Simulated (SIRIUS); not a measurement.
# CdSe (Fm-3m) in SIRIUS: reference runs

Reference runs on CdSe: the cell as given.

Everything below comes from runs of SIRIUS 7.10.0. Logs are shortened: lines on timing, memory, paths and dates and some standing lists are left out, and cuts for length are marked. The log counts tension as positive stress, the text compression.

## Step 1: The crystal as given

The structure is cubic, space group Fm-3m (No. 225). The conventional cell has a = 5.748 Å, b = 5.748 Å, c = 5.748 Å, α = 90.00°, β = 90.00°, γ = 90.00°. Cd (site symmetry m-3m) has 6 Se at 2.87 Å as nearest neighbours. Se (site symmetry m-3m) is surrounded by 6 Cd at 2.87 Å.

Measurements of this composition are mostly on another form, of space group No. 186.

## Step 2: Single point, PBEsol

sirius.json

```json
{
  "control": {
    "processing_unit": "cpu",
    "verbosity": 2,
    "num_bands_to_print": 27,
    "print_forces": true,
    "print_stress": true
  },
  "parameters": {
    "electronic_structure_method": "pseudopotential",
    "xc_functionals": ["XC_GGA_X_PBE_SOL", "XC_GGA_C_PBE_SOL"],
    "gk_cutoff": 10.1,
    "pw_cutoff": 20.2,
    "ngridk": [8, 8, 8],
    "shiftk": [0, 0, 0],
    "smearing": "fermi_dirac",
    "smearing_width": 0.0018374661,
    "num_bands": 27,
    "num_mag_dims": 0,
    "num_dft_iter": 100,
    "energy_tol": 1e-08,
    "density_tol": 1e-06
  },
  "iterative_solver": {
    "type": "davidson",
    "min_tolerance": 1e-09,
    "tolerance_scale": [0.1, 0.25]
  },
  "mixer": {
    "type": "anderson",
    "beta": 0.7,
    "max_history": 8
  },
  "settings": {
    "tol_ne": 1e-10,
    "pseudo_grid_cutoff": 6.5
  },
  "unit_cell": {
    "lattice_vectors": [
      [0.0, 5.430993513677, 5.430993513677],
      [5.430993513677, 0.0, 5.430993513677],
      [5.430993513677, 5.430993513677, 0.0]
    ],
    "atom_coordinate_units": "lattice",
    "atom_types": ["Cd", "Se"],
    "atom_files": {
      "Cd": "Cd.json",
      "Se": "Se.json"
    },
    "atoms": {
      "Cd": [
        [0.0, 0.0, 0.0]
      ],
      "Se": [
        [0.5, 0.5, 0.5]
      ]
    }
  }
}
```

Potentials or basis: PseudoDojo 0.4.1 PBEsol standard (scalar relativistic).

Run with:

```sh
> upf_to_json Cd.upf
> upf_to_json Se.upf
> OMP_NUM_THREADS=1 sirius.scf --input=sirius.json --output=out.json --task=0
```

Output:

```text
[info] SIRIUS version : 7.10.0
[info] number of MPI ranks           : 1
[info] MPI grid                      : 1 1
[info] maximum number of OMP threads : 1
[fft] FFT context for density and potential
[fft] =====================================
[fft]   comm size                             : 1
[fft]   plane wave cutoff                     : 20.2
[fft]   grid size                             : 54 54 54   total : 157464
[fft]   grid limits                           : -26 27   -26 27   -26 27
[fft]   number of G-vectors within the cutoff : 22272
[fft]   local number of G-vectors             : 22272
[fft]   number of G-shells                    : 1173
[fft] FFT context for coarse grid
[fft] =====================================
[fft]   comm size                             : 1
[fft]   plane wave cutoff                     : 20.2
[fft]   grid size                             : 54 54 54   total : 157464
[fft]   grid limits                           : -26 27   -26 27   -26 27
[fft]   number of G-vectors within the cutoff : 22272
[fft]   local number of G-vectors             : 22272
[fft]   number of G-shells                    : 1173
[unit cell] lattice vectors
[unit cell]   a1 :       0.0000000000      5.4309935137      5.4309935137
[unit cell]   a2 :       5.4309935137      0.0000000000      5.4309935137
[unit cell]   a3 :       5.4309935137      5.4309935137      0.0000000000
[unit cell] reciprocal lattice vectors
[unit cell]   b1 :      -0.5784563443      0.5784563443      0.5784563443
[unit cell]   b2 :       0.5784563443     -0.5784563443      0.5784563443
[unit cell]   b3 :       0.5784563443      0.5784563443     -0.5784563443
[unit cell] unit cell volume :       320.38180807 [a.u.^3]
[unit cell] 1/sqrt(omega)    :         0.05586838
[unit cell] MT volume        :         0.00000000 ( 0.00%)
[unit cell] IT volume        :       320.38180807 (100.00%)
[unit cell] number of atom types : 2
[unit cell] type id : 0 symbol : Cd mt_radius :  13.670000 num_atoms : 1
[unit cell] type id : 1 symbol : Se mt_radius :  11.970000 num_atoms : 1
[unit cell] total number of atoms : 2
[unit cell] number of symmetry classes : 2
[unit cell] number of PAW atoms : 0
[unit cell] atom id  type id  class id             position                      vector_field
[unit cell] ------------------------------------------------------------------------------------------
[unit cell]      0        0        0      0.00000   0.00000   0.00000      0.00000   0.00000   0.00000
[unit cell]      1        1        1      0.50000   0.50000   0.50000      0.00000   0.00000   0.00000
[unit cell] atom id         position (Cartesian, a.u.)
[unit cell] ---------------------------------------------
[unit cell]      0       0.000000    0.000000    0.000000
[unit cell]      1       5.430994    5.430994    5.430994
[unit cell] class id : 0 atom id : 0
[unit cell] class id : 1 atom id : 1
[unit cell] minimum bond length:     5.430994
[... 272 lines left out ...]
[find] Hartree energy of density residual : 1.915150889731e-11
[find] | SCF iteration   9 out of 100|
[diagonalize] iterative solver tolerance (occupied, empty): 7.96329e-09 7.96329e-09
[diagonalize] average number of iterations: 2.89655
[find] Total energy                   :    -296.35070012 (Ha),    -592.70140025 (Ry)
[find] Free energy (E-TS)             :    -296.35081044 (Ha),    -592.70162088 (Ry)
[find] band gap (eV)                  :       0.00000000
[find] Efermi                         :       0.37915138
[find] iteration : 9, RMS : 2.759608436960e-07, energy difference : 2.522142494854e-10
[find] Hartree energy of density residual : 4.840912595018e-12
[find] bands are converged : true
[find] iterative solver converged : false
[find] +------------------------------+
[find] | SCF iteration  10 out of 100|
[find] +------------------------------+
[diagonalize] iterative solver tolerance (occupied, empty): 1.99082e-09 1.99082e-09
[diagonalize] average number of iterations: 4.03448
[diagonalize] Lowest band energies
[diagonalize] ik:    0   -3.366582   -1.936812   -1.936812   -1.936812   -1.345270   -1.345270   -1.345184   -1.345184   -1.345184   -0.098591    0.086535    0.086535    0.087184    0.087184    0.087184    0.353109    0.353109    0.353109    0.374737    0.691891    0.691891    0.691891    0.731296    0.731296    0.731296    0.741060    0.806770
[diagonalize] ik:    1   -3.366582   -1.936816   -1.936813   -1.936813   -1.345269   -1.345269   -1.345183   -1.345183   -1.345183   -0.094506    0.085363    0.085363    0.086839    0.087863    0.087863    0.299967    0.355787    0.355787    0.427115    0.643018    0.671311    0.671311    0.718982    0.718982    0.723372    0.804760    0.864145
[diagonalize] ik:    2   -3.366582   -1.936825   -1.936815   -1.936815   -1.345268   -1.345268   -1.345182   -1.345181   -1.345181   -0.083693    0.082447    0.082447    0.085567    0.089674    0.089674    0.245493    0.362750    0.362750    0.472587    0.601317    0.619281    0.619281    0.718361    0.748902    0.748902    0.906285    0.959022
[diagonalize] ik:    3   -3.366582   -1.936834   -1.936816   -1.936816   -1.345267   -1.345267   -1.345181   -1.345179   -1.345179   -0.071067    0.079612    0.079612    0.083161    0.091524    0.091524    0.207281    0.370698    0.370698    0.484292    0.580731    0.580731    0.590863    0.746127    0.800744    0.800744    0.946070    0.989927
[diagonalize] ik:    4   -3.366582   -1.936838   -1.936817   -1.936817   -1.345266   -1.345266   -1.345181   -1.345178   -1.345178   -0.065089    0.078462    0.078462    0.081548    0.092299    0.092299    0.193463    0.374402    0.374402    0.482124    0.566528    0.566528    0.591357    0.782824    0.845335    0.845335    0.887508    0.928382
[diagonalize] ...
[diagonalize] ik:   24   -3.366582   -1.936833   -1.936824   -1.936821   -1.345270   -1.345266   -1.345184   -1.345176   -1.345175   -0.069732    0.084710    0.085636    0.090071    0.092859    0.097609    0.233044    0.295406    0.309564    0.431200    0.599285    0.625325    0.695741    0.741938    0.875175    0.913599    0.914713    0.934521
[diagonalize] ik:   25   -3.366581   -1.936833   -1.936827   -1.936822   -1.345270   -1.345265   -1.345182   -1.345177   -1.345174   -0.066239    0.083283    0.085657    0.089257    0.093570    0.102501    0.230923    0.271292    0.303570    0.458610    0.592791    0.632954    0.674926    0.762046    0.827633    0.910854    0.945870    0.972935
[diagonalize] ik:   26   -3.366582   -1.936832   -1.936828   -1.936821   -1.345269   -1.345265   -1.345180   -1.345180   -1.345175   -0.065914    0.081704    0.086219    0.087421    0.092911    0.099307    0.229070    0.268660    0.322769    0.485209    0.564928    0.641726    0.653220    0.780919    0.783996    0.899263    0.943668    0.977101
[diagonalize] ik:   27   -3.366581   -1.936835   -1.936825   -1.936823   -1.345271   -1.345265   -1.345185   -1.345175   -1.345173   -0.067771    0.084291    0.086513    0.091880    0.094178    0.108573    0.234685    0.275605    0.287168    0.413090    0.593735    0.670769    0.700685    0.766995    0.869038    0.925407    0.930435    1.013908
[diagonalize] ik:   28   -3.366581   -1.936830   -1.936830   -1.936823   -1.345270   -1.345265   -1.345180   -1.345180   -1.345173   -0.065692    0.082873    0.087494    0.087494    0.094179    0.106403    0.259665    0.259665    0.263514    0.481102    0.586588    0.644109    0.644109    0.810878    0.810878    0.925315    0.936683    1.016613
[find] Charges and magnetic moments
[find] --------------------------------------------------------------------------------
[find] total charge          : 36.000000
[find] Energy
[find] --------------------------------------------------------------------------------
[find] valence_eval_sum               :     -29.31209799
[find] <rho|V^{XC}>                   :     -37.94515622
[find] <rho|E^{XC}>                   :     -48.01894593
[find] <mag|B^{XC}>                   :       0.00000000
[find] <rho|V^{H}>                    :     172.82272839
[find] one-electron contribution      :    -164.18967016 (Ha),    -328.37934031 (Ry)
[find] hartree contribution           :      86.41136420
[find] xc contribution                :     -48.01894593
[find] ewald contribution             :    -170.55344283
[find] PAW contribution               :       0.00000000
[find] smearing (-TS)                 :      -0.00011032
[find] SCF correction                 :      -0.00000541
[find] Total energy                   :    -296.35070012 (Ha),    -592.70140025 (Ry)
[find] Free energy (E-TS)             :    -296.35081044 (Ha),    -592.70162088 (Ry)
[find] band gap (eV)                  :       0.00000000
[find] Efermi                         :       0.37915146
[find] iteration : 10, RMS : 1.093810658672e-07, energy difference : 3.404352355574e-10
[find] Hartree energy of density residual : 5.987971564987e-13
[find] bands are converged : true
[find] iterative solver converged : true
[find] converged after 11 SCF iterations!
[find] Charges and magnetic moments
[find] --------------------------------------------------------------------------------
[find] total charge          : 36.000000
[find] Energy
[find] --------------------------------------------------------------------------------
[find] valence_eval_sum               :     -29.31209799
[find] <rho|V^{XC}>                   :     -37.94515622
[find] <rho|E^{XC}>                   :     -48.01894593
[find] <mag|B^{XC}>                   :       0.00000000
[find] <rho|V^{H}>                    :     172.82272839
[find] one-electron contribution      :    -164.18967016 (Ha),    -328.37934031 (Ry)
[find] hartree contribution           :      86.41136420
[find] xc contribution                :     -48.01894593
[find] ewald contribution             :    -170.55344283
[find] PAW contribution               :       0.00000000
[find] smearing (-TS)                 :      -0.00011032
[find] SCF correction                 :      -0.00000541
[find] Total energy                   :    -296.35070012 (Ha),    -592.70140025 (Ry)
[find] Free energy (E-TS)             :    -296.35081044 (Ha),    -592.70162088 (Ry)
[find] band gap (eV)                  :       0.00000000
[find] Efermi                         :       0.37915146
[ground_state] === stress tensor components [kbar] ===
[ground_state] === stress_kin ===
[ground_state] -85567.176297    0.000000    0.000000
[ground_state]     0.000000-85567.176297   -0.000000
[ground_state]     0.000000   -0.000000-85567.176297
[ground_state] === stress_har ===
[ground_state] -26450.833664    0.000000   -0.000000
[ground_state]     0.000000-26450.833664   -0.000000
[ground_state]    -0.000000   -0.000000-26450.833664
[ground_state] === stress_ewald ===
[ground_state] 52207.030743   -0.000000   -0.000000
[ground_state]    -0.00000052207.030743    0.000000
[ground_state]    -0.000000    0.00000052207.030743
[ground_state] === stress_vloc ===
[ground_state] 23153.228146   -0.000000   -0.000000
[ground_state]    -0.00000023153.228146    0.000000
[ground_state]    -0.000000    0.00000023153.228146
[ground_state] === stress_xc ===
[ground_state] -9044.111430    0.000000    0.000000
[ground_state]     0.000000-9044.111430   -0.000000
[ground_state]     0.000000   -0.000000-9044.111430
[ground_state] === stress_core ===
[ground_state] 20207.716470   -0.000000   -0.000000
[ground_state]    -0.00000020207.716470    0.000000
[ground_state]    -0.000000    0.00000020207.716470
[ground_state] === stress_nonloc ===
[ground_state] 25532.520423   -0.000000    0.000000
[ground_state]    -0.00000025532.520423    0.000000
[ground_state]     0.000000    0.00000025532.520423
[ground_state] === stress_us_nl ===
[ground_state] 25532.520423   -0.000000    0.000000
[ground_state]    -0.00000025532.520423    0.000000
[ground_state]     0.000000    0.00000025532.520423
[ground_state] === stress_total ===
[ground_state]    38.374390    0.000000    0.000000
[ground_state]     0.000000   38.374390   -0.000000
[ground_state]     0.000000   -0.000000   38.374390
[ground_state] ==== total Forces in Ha/bohr =====
[ground_state] atom:    0, force:       0.0000000      0.0000000      0.0000000
[... 14 lines left out ...]
[ground_state] atom:    0, force:       0.0000000      0.0000000      0.0000000
[ground_state] atom:    1, force:       0.0000000      0.0000000      0.0000000
[~DFT_ground_state] local op. applied: 20267
[~DFT_ground_state] evp. work count: 2991.28
[~DFT_ground_state] number of iterative solver steps: 1244
```

Run time: 1.7 min. Hardware: 1 thread of Arm Neoverse V2, shared host; peak memory 0.54 GiB.

What came out:

- Free energy: -8064.1164 eV
- Pressure: -3.8 GPa
- Band gap on the k mesh: none (metal or under the smearing width)
